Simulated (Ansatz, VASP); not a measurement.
# InGe2 in two plane-wave programs

Aim: how closely do two programs agree when they are given the same cell, functional and k mesh? The cell is generated by rule, not measured, and may not be a known phase. The cell is taken from a series of runs on this material, whose earlier steps may have relaxed, scaled, displaced or heated it; both programs get it as it stands.

Method: plane waves, with VASP 6.6.1 beside it; single point at PBE, in Ansatz 0.2.0.

The structure was built from a prototype and need not be the compound's stable phase.

### 1. Set-up

The structure is hexagonal, space group P6_3/mmc (No. 194). Conventional cell: a = 4.481 Å, b = 4.481 Å, c = 8.358 Å, α = 90.00°, β = 90.00°, γ = 120.00°. Nearest to In lie 6 Ge at 2.99 Å. Ge has 4 Ge at 2.85 to 2.98 Å and 3 In at 2.99 Å nearest. Farther neighbours are not listed.

Structure file:

```cif
data_structure
_symmetry_space_group_name_H-M 'P6_3/mmc'
_symmetry_Int_Tables_number 194
_cell_length_a 4.4813
_cell_length_b 4.4813
_cell_length_c 8.3579
_cell_angle_alpha 90.000
_cell_angle_beta 90.000
_cell_angle_gamma 120.000
_cell_volume 145.36
loop_
_atom_site_label
_atom_site_type_symbol
_atom_site_symmetry_multiplicity
_atom_site_Wyckoff_symbol
_atom_site_fract_x
_atom_site_fract_y
_atom_site_fract_z
_atom_site_occupancy
In1 In 2 b 0.00000 0.00000 0.75000 1
Ge1 Ge 4 f 0.33333 0.66667 0.07179 1
```

### 2. VASP: single point, PBE

A single point gives forces, pressure and levels at one fixed geometry, so differences don't come from the geometry; what else differs is listed under the comparison.

Lines of VASP's logs that name or quote its potential files are left out, and so is its time.

The input, INCAR:

```
SYSTEM = InGe2
PREC = Accurate
ENCUT = 500
EDIFF = 1E-06
NELM = 120
ISMEAR = 1
SIGMA = 0.2
LREAL = .FALSE.
ALGO = Normal
GGA = PE
NBANDS = 50
LORBIT = 11
LWAVE = .FALSE.
LCHARG = .FALSE.
ISIF = 2
LASPH = .TRUE.
GGA_COMPAT = .FALSE.
KPAR = 2
```

The input, POSCAR:

```
InGe2
1.0
    4.4813099044      0.0000037191      0.0000000000
    2.2406517314      3.8809300790      0.0000000000
    0.0000000000      0.0000000000      8.3579319619
In Ge
2 4
Direct
    0.0000000000      0.0000000000      0.0000000000
    0.0000000000      0.0000000000      0.5000000000
    0.6666666667      0.6666666667      0.3217880934
    0.6666666667      0.6666666667      0.6782119066
    0.3333333333      0.3333333333      0.1782119066
    0.3333333333      0.3333333333      0.8217880934
```

The input, KPOINTS:

```
Automatic mesh
0
Gamma
9 9 4
0 0 0
```

The projector-augmented-wave data sets are In_d and Ge_d (PBE family, release 64).

Started as:

```sh
$ mpirun -np 2 vasp_std
```

Numbers of over 12 decimals in the logs are rounded to 6 here.

The log of the run:

```text
[banner, memory and clock lines left out]
running    2 mpi-ranks, on    1 nodes
 distrk:  each k-point on    1 cores,    2 groups
 distr:  one band on    1 cores,    1 groups

 POSCAR found type information on POSCAR InGe
 POSCAR found :  2 types and       6 ions
 LDA part: xc-table for (Slater+PW92), standard interpolation
 POSCAR, INCAR and KPOINTS ok, starting setup
 FFT: planning ... GRIDC
 FFT: planning ... GRID_SOFT
 FFT: planning ... GRID
 WAVECAR not read
 entering main loop
       N       E                     dE             d eps       ncg     rms          rms(c)
DAV:   1     0.902598327909E+03    0.90260E+03   -0.37740E+04  4138   0.386E+03
DAV:   2     0.166779418755E+03   -0.73582E+03   -0.71407E+03  3600   0.976E+02
DAV:   3    -0.724148075538E+01   -0.17402E+03   -0.17037E+03  3744   0.269E+02
DAV:   4    -0.216129943859E+02   -0.14372E+02   -0.14061E+02  4272   0.829E+01
DAV:   5    -0.221232819349E+02   -0.51029E+00   -0.50807E+00  4454   0.165E+01    0.502E+00
DAV:   6    -0.219567553327E+02    0.16653E+00   -0.50214E-01  5204   0.577E+00    0.217E+00
DAV:   7    -0.219265351355E+02    0.30220E-01   -0.14373E-01  4742   0.232E+00    0.596E-01
DAV:   8    -0.219255887763E+02    0.94636E-03   -0.17141E-02  4380   0.108E+00    0.232E-01
DAV:   9    -0.219258157965E+02   -0.22702E-03   -0.12999E-03  4694   0.288E-01    0.184E-01
DAV:  10    -0.219258857582E+02   -0.69962E-04   -0.26660E-04  4384   0.134E-01    0.171E-02
DAV:  11    -0.219258750708E+02    0.10687E-04   -0.51161E-05  4672   0.535E-02    0.100E-02
DAV:  12    -0.219258772240E+02   -0.21532E-05   -0.12325E-05  3232   0.127E-02    0.264E-03
DAV:  13    -0.219258772075E+02    0.16535E-07   -0.88553E-07  2702   0.699E-03
   1 F= -.21925877E+02 E0= -.21929988E+02  d E =0.123327E-01
```

OUTCAR, selected parts (step 2):

```text
ion  position               nearest neighbor table
   1  0.000  0.000  0.000-   5 2.99   6 2.99   5 2.99   6 2.99   5 2.99   6 2.99
   2  0.000  0.000  0.500-   3 2.99   4 2.99   3 2.99   4 2.99   3 2.99   4 2.99
   3  0.667  0.667  0.322-   5 2.85   5 2.85   5 2.85   2 2.99   2 2.99   2 2.99
   4  0.667  0.667  0.678-   6 2.85   6 2.85   6 2.85   2 2.99   2 2.99   2 2.99
   5  0.333  0.333  0.178-   3 2.85   3 2.85   3 2.85   1 2.99   1 2.99   1 2.99
   6  0.333  0.333  0.822-   4 2.85   4 2.85   4 2.85   1 2.99   1 2.99   1 2.99

  LATTYP: Found a hexagonal cell.
 ALAT       =     4.4813099044
 C/A-ratio  =     1.8650644879

 Subroutine GETGRP returns: Found 24 space group operations
 (whereof 12 operations were pure point group operations)

The static configuration has the point symmetry D_3h.
 The point group associated with its full space group is D_6h.

 Found     36 irreducible k-points:

   k-points           NKPTS =     36   k-points in BZ     NKDIM =     36   number of bands    NBANDS=     50

   dimension x,y,z NGX =    36 NGY =   36 NGZ =   64
   dimension x,y,z NGXF=    72 NGYF=   72 NGZF=  128

   ENCUT  =  500.0 eV  36.75 Ry    6.06 a.u.   8.17  8.17 15.24*2*pi/ulx,y,z

   NELECT =      82.0000    total number of electrons

 k-points in reciprocal lattice and weights: Automatic mesh
   0.00000000  0.00000000  0.00000000       0.003
   0.11111111 -0.00000000  0.00000000       0.019
   0.22222222  0.00000000  0.00000000       0.019
   0.33333333 -0.00000000  0.00000000       0.019
   0.44444444  0.00000000  0.00000000       0.019
   0.22222222  0.11111111  0.00000000       0.019
   0.33333333  0.11111111  0.00000000       0.037
   0.44444444  0.11111111  0.00000000       0.037
  -0.44444444  0.11111111  0.00000000       0.019
[...]
-0.44444444  0.22222222  0.50000000       0.037
  -0.33333333  0.33333333  0.50000000       0.006

 average (electrostatic) potential at core
       1 -95.6451       2 -95.6451       3 -73.5797       4 -73.5797       5 -73.5797
       6 -73.5797

 E-fermi :   5.8056

 k-point     1 :       0.0000    0.0000    0.0000
  band No.  band energies     occupation
    ...
     39       5.3754      2.00951
     40       5.3754      2.00951
     41       5.5586      2.07088
     42       5.5586      2.07088
     43       5.5737      2.06949
     44       6.3557     -0.00070
     45       8.2010     -0.00000
     46       8.2010     -0.00000
     47       8.2549     -0.00000
     48       8.4600     -0.00000
    ...

 k-point     2 :       0.1111   -0.0000    0.0000
  band No.  band energies     occupation
    ...
     37       4.0208      2.00000
     38       4.2557      2.00000
     39       4.7698      2.00000
     40       5.1822      2.00010
     41       5.4905      2.04841
     42       5.9124      0.22354
     43       6.7605     -0.00000
     44       6.7775     -0.00000
     45       7.3939     -0.00000
     46       7.5251     -0.00000
    ...

 k-point     3 :       0.2222    0.0000    0.0000
  band No.  band energies     occupation
    ...
     37       3.3908      2.00000
     38       3.5875      2.00000
     39       4.2279      2.00000
     40       4.8069      2.00000
     41       5.6787      1.86986
     42       6.0705     -0.06825
     43       6.0849     -0.06380
     44       6.5237     -0.00000
     45       8.7328     -0.00000
     46       9.1040     -0.00000
    ...

  Total       -1.4227678     -1.4227678     -0.9945076     -0.0000000     -0.0000000      0.0000000
  in kB      -15.6821353    -15.6821353    -10.9617347     -0.0000000     -0.0000000      0.0000000
  external PRESSURE =     -14.1086684 kB  Pullay stress =       0.0000000 kB

  energy-cutoff  :      500.00
  volume of cell :      145.36
      direct lattice vectors                 reciprocal lattice vectors
     4.481309904  0.000003719  0.000000000     0.223149146 -0.128834973  0.000000000
     2.240651731  3.880930079  0.000000000    -0.000000214  0.257670316  0.000000000
     0.000000000  0.000000000  8.357931962     0.000000000  0.000000000  0.119646822

 POSITION                                       TOTAL-FORCE (eV/Angst)
 -----------------------------------------------------------------------------------
      0.00000      0.00000      0.00000        -0.000000      0.000000     -0.000000
      0.00000      0.00000      4.17897         0.000000     -0.000000     -0.000000
      4.48131      2.58729      2.68948        -0.000000     -0.000000     -0.276480
      4.48131      2.58729      5.66845         0.000000     -0.000000      0.276480
      2.24065      1.29364      1.48948        -0.000000      0.000000      0.276480
      2.24065      1.29364      6.86845         0.000000      0.000000     -0.276480
 -----------------------------------------------------------------------------------
    total drift:                                0.000000     -0.000000     -0.000000

  FREE ENERGIE OF THE ION-ELECTRON SYSTEM (eV)
  ---------------------------------------------------
  free  energy   TOTEN  =       -21.9258772075 eV

  energy  without entropy=      -21.9382098663  energy(sigma->0) =      -21.92998809

 total charge
# of ion       s       p       d       tot
------------------------------------------
    1        0.992   0.477   9.858  11.327
    2        0.992   0.477   9.858  11.327
    3        1.242   0.941   9.999  12.182
    4        1.242   0.941   9.999  12.182
    5        1.242   0.941   9.999  12.182
    6        1.242   0.941   9.999  12.182
--------------------------------------------------
tot          6.950   4.718  59.714  71.383

[... 3 further parts left out ...]
```

The run ends at a pressure of -1.41 GPa, with forces up to 0.28 eV/Å.

### 3. Ansatz: single point, PBE

Ansatz runs on its NC files.

The same cell, functional, mesh and smearing now go to Ansatz, which takes its cutoff from its data sets.

The input, input.yaml:

```yaml
crystal:
  lattice:
    - [4.4813099044, 3.7191e-06, 0.0]
    - [2.2406517314, 3.880930079, 0.0]
    - [0.0, 0.0, 8.3579319619]
  atoms:
    - { symbol: In, position: [1.0, 0.0, 0.0] }
    - { symbol: In, position: [1.0, 0.0, 0.5] }
    - { symbol: Ge, position: [0.6666666667, 0.6666666667, 0.3217880934] }
    - { symbol: Ge, position: [0.6666666667, 0.6666666667, 0.6782119066] }
    - { symbol: Ge, position: [0.3333333333, 0.3333333333, 0.1782119066] }
    - { symbol: Ge, position: [0.3333333333, 0.3333333333, 0.8217880934] }
kpoints:
  mp_grid: { grid: [9, 9, 4] }
hamiltonian:
  xc: pbe
  pseudopotentials: { kind: nc }
scf:
  occupations: { method: methfessel_paxton, width: 0.2 }
output:
  forces: true
  stress: true
  eigenvalues: true
```

Started as:

```sh
$ ansatz run input.yaml --threads 8 --pin off --max-ram 14336MiB --backend cpu --events-out ev --progress --plain --runs-dir out
```

The log of the run:

```text
Engine: ansatz 0.2.0, aarch64-unknown-linux-gnu
Pseudopotentials: kind: nc
Pseudopotential: In, nc, valence charge 13, recommended cutoff 952.398519 eV (normal), In.nc.azcp
Pseudopotential: Ge, nc, valence charge 14, recommended cutoff 1061.244064 eV (normal), Ge.nc.azcp
Functional definition: PBE
  parameter kappa = 0.804
  parameter beta = 0.066725
  exchange = pbe_x(kappa = kappa, mu = beta*pi^2/3)
  correlation = pbe_c(beta = beta)
Crystal: 6 atoms, lattice volume = 145.358 Å³
Basis set: ecut = 1061.244064 eV, 11415 PW (Γ), exchange–correlation on 96×96×180 points (8 copies of the dense FFT grid, shifted against one another)
Bands: 50, of which v1, the nominal top of the filled ones, is band 41 counted from 1 (40 counted from 0)
Symmetry: 24 space group operations
Space group: P63/mmc (ITA 194), of the structure as read, at distance tolerance 5.3e-5 Å
k-points: 36 of 324
Non-local potential: In, projectors of the file, l = 0: 2, l = 1: 2, l = 2: 2, l = 3: 1
Non-local potential: Ge, projectors of the file, l = 0: 2, l = 1: 2, l = 2: 2
Initial density: superposition of atomic densities (chi_scale 0.1, normalization cell, long waves kept (reshape's long-wave potential 0.00 eV rms))
Initial wavefunctions: pseudopotential atomic-orbital guess
Functional: x = pbe(κ = 0.804, μ = 0.219515), c = pbe(β = 0.066725)
SCF iter   1: F=—  HF=-13336.399944 eV  |F-HF|=—  |Δ(HF+E_count)|=         —  Δρ=1.76e-2  dr2=4.19e-1  ethr=3.10e-3  ⟨swp⟩=6.5  Hψ=6441  notcnv=0
preconditioner: auto → Kerker (q_TF=auto, 2.480 Å⁻¹)  [metal: Δε(μ)=0.103 eV  Ē_g=19.393 eV  σ=0.200 eV  W_gap=0.42  n_scr=36 (ndim 8)  ℏωp=27.9 eV  f_vac=0.000  D(μ)=2.03/eV (n_scr^D=4)]
SCF iter   2: F=—  HF=-13336.318796 eV  |F-HF|=—  |Δ(HF+E_count)|=   8.11e-2  S|Δr|=    0.00e0  Δρ=1.06e-2  dr2=1.69e-1  ethr=5.11e-4  ⟨swp⟩=1.0  Hψ=2088  notcnv=0
SCF iter   3: F=—  HF=-13336.287356 eV  |F-HF|=—  |Δ(HF+E_count)|=   3.14e-2  S|Δr|=    0.00e0  Δρ=2.89e-3  dr2=1.00e-2  ethr=2.06e-4  ⟨swp⟩=2.5  Hψ=3111  notcnv=0
SCF iter   4: F=—  HF=-13336.287805 eV  |F-HF|=—  |Δ(HF+E_count)|=   4.48e-4  S|Δr|=    0.00e0  Δρ=1.57e-3  dr2=1.68e-3  ethr=1.23e-5  ⟨swp⟩=2.0  Hψ=3202  notcnv=0
SCF iter   5: F=—  HF=-13336.287681 eV  |F-HF|=—  |Δ(HF+E_count)|=   1.23e-4  S|Δr|=    0.00e0  Δρ=4.61e-4  dr2=3.25e-4  ethr=2.04e-6  ⟨swp⟩=2.1  Hψ=3206  notcnv=0
SCF iter   6: F=—  HF=-13336.287778 eV  |F-HF|=—  |Δ(HF+E_count)|=   9.69e-5  S|Δr|=    0.00e0  Δρ=1.48e-4  dr2=4.18e-5  ethr=3.97e-7  ⟨swp⟩=3.1  Hψ=3584  notcnv=0
SCF iter   7: F=—  HF=-13336.288128 eV  |F-HF|=—  |Δ(HF+E_count)|=   3.50e-4  S|Δr|=    0.00e0  Δρ=4.51e-5  dr2=2.83e-6  ethr=5.10e-8  ⟨swp⟩=2.0  Hψ=3228  notcnv=0
SCF iter   8: F=—  HF=-13336.288128 eV  |F-HF|=—  |Δ(HF+E_count)|=   4.64e-8  S|Δr|=    0.00e0  Δρ=1.09e-5  dr2=2.41e-7  ethr=3.45e-9  ⟨swp⟩=2.8  Hψ=3298  notcnv=0
SCF iter   9: F=-13336.288128 eV  HF=-13336.288128 eV  |F-HF|=1.23e-9  |Δ(HF+E_count)|=   5.47e-8  S|Δr|=    0.00e0  Δρ=2.95e-6  dr2=1.56e-8  ethr=1.22e-10  ⟨swp⟩=14.9  Hψ=11032  notcnv=0
SCF 1 converged in 9 iterations: F = -13336.288128 eV  dr2 = 1.56e-8
SCF converged after 9 iterations
Stability not checked: this state was not tested for a lower state beside it, because cold or Methfessel-Paxton smearing, or corrected tetrahedra, fill the levels in a way that the test cannot read (fill_not_monotonic; see scf.lower_state_search)
Free energy (F): -13336.288128 eV
Harris-Foulkes:  -13336.288128 eV  (|F-HF|=1.23e-9)
Internal energy: -13336.300525 eV  (E = F + TS)
E sigma→0 (E₀):  -13336.291227 eV
Entropy (-TS):   0.012396 eV (2.066 meV/atom)
Fermi energy:    9.742364 eV
--- Per-component energies (eV) ---
  E_band       = -590.036762
  E_kinetic    = 9567.582474
  E_local      = -10599.953808  (includes V_loc(G=0)·N_el)
  E_nonlocal   = -4572.126077
  E_hartree    = 3611.547774
  E_xc         = -3461.742290
  E_vxc        = -2208.641359  (∫ρ·V_xc dr)
  E_ewald      = -7881.608597
  E_smearing   = 0.012396  (= −TS)
  E_closure    = 0.000000  (closes the sum)
  Σ components = -13336.288128   (vs F -13336.288128, Δ=0.00e0)
--- Forces (eV/Å), atoms counted from 1 ---
  atom   1  In    -0.00000000     0.00000000    -0.00000000
  atom   2  In     0.00000000    -0.00000000     0.00000000
  atom   3  Ge    -0.00000000     0.00000000    -0.27794252
  atom   4  Ge    -0.00000000     0.00000000     0.27794252
  atom   5  Ge     0.00000000    -0.00000000     0.27794252
  atom   6  Ge     0.00000000    -0.00000000    -0.27794252
  max |Σ_I F_I| component: 4.51e-17 eV/Å
--- Stress (GPa, compression-positive) ---
       -1.513496       0.000000       0.000000
        0.000000      -1.513496      -0.000000
        0.000000      -0.000000      -1.044371
  P = ⅓ Tr σ = -1.3571 GPa (-13.571 kbar)
--- Band table (eV; the first three rows and the last of 36) ---
  k-point 0: bands = [... 37 lower, 8.4058, 9.3118, 9.3118, 9.4960, 9.4960, 9.5098, 10.2925, 12.1353, ... 5 higher]
  k-point 1: bands = [... 37 lower, 8.4795, 9.0013, 9.0013, 9.8533, 9.8930, 9.8930, 10.5218, 11.3208, ... 5 higher]
  k-point 2: bands = [... 37 lower, 8.6891, 8.6891, 8.6891, 10.5105, 10.5105, 10.5105, 10.5105, 10.6551, ... 5 higher]
  k-point 35: bands = [... 37 lower, 7.1186, 7.6058, 7.6058, 8.1032, 8.1032, 12.7979, 12.7979, 13.0730, ... 5 higher]
```

Reading the cycles: dr2 is the Hartree energy of the density residual (eV), the measure of convergence; HF is the Harris–Foulkes estimate of the energy, which meets the free energy F at convergence.

The run ends at a pressure of -1.36 GPa, with forces up to 0.28 eV/Å.

### 4. Comparison

Known differences besides the potentials themselves: the cutoff is 1061.24 eV in Ansatz and 500 eV in VASP. Total energies have different zeros and are not compared.

The two programs side by side:

```
      quantity  Ansatz   VASP  difference
pressure (GPa)   -1.36  -1.41       +0.05
```

Forces (eV/Å; atoms numbered as in POSCAR):

| atom | Ansatz x, y, z | VASP x, y, z |
| --- | --- | --- |
| In1 | 0.000, 0.000, 0.000 | 0.000, 0.000, 0.000 |
| In2 | 0.000, 0.000, 0.000 | 0.000, 0.000, 0.000 |
| Ge3 | 0.000, 0.000, -0.278 | 0.000, 0.000, -0.276 |
| Ge4 | 0.000, 0.000, 0.278 | 0.000, 0.000, 0.276 |
| Ge5 | 0.000, 0.000, 0.278 | 0.000, 0.000, 0.276 |
| Ge6 | 0.000, 0.000, -0.278 | 0.000, 0.000, -0.276 |

The forces differ by 0.7 meV/Å r.m.s., which is 0.5 % of the r.m.s. force of 0.130 eV/Å (both taken over all components).

### 5. Outcome

```yaml
r_m_s_force_difference_single_point_pbe: 0.69 meV/Å
```

What this shows: The r.m.s. force difference is 0.69 meV/Å (single point, PBE), within the 12 meV/Å picked in this series as the mark of a large difference. Such differences can come from data sets, numerical settings and the points named under the comparisons, not from the functional's error against experiment.

[Lines on the potential files, build, host, timing and source positions are cut from VASP's logs without a mark.]

[Logs are printed without paths, hosts, clocks, repeated set-up lines and the standing remarks that a program may print on its own settings, such as how far it seeks lower states.]

[Hosts, paths, dates, database ids (printed as entryN), source tags and the programs' standing remarks are cut or masked in the printed files.]
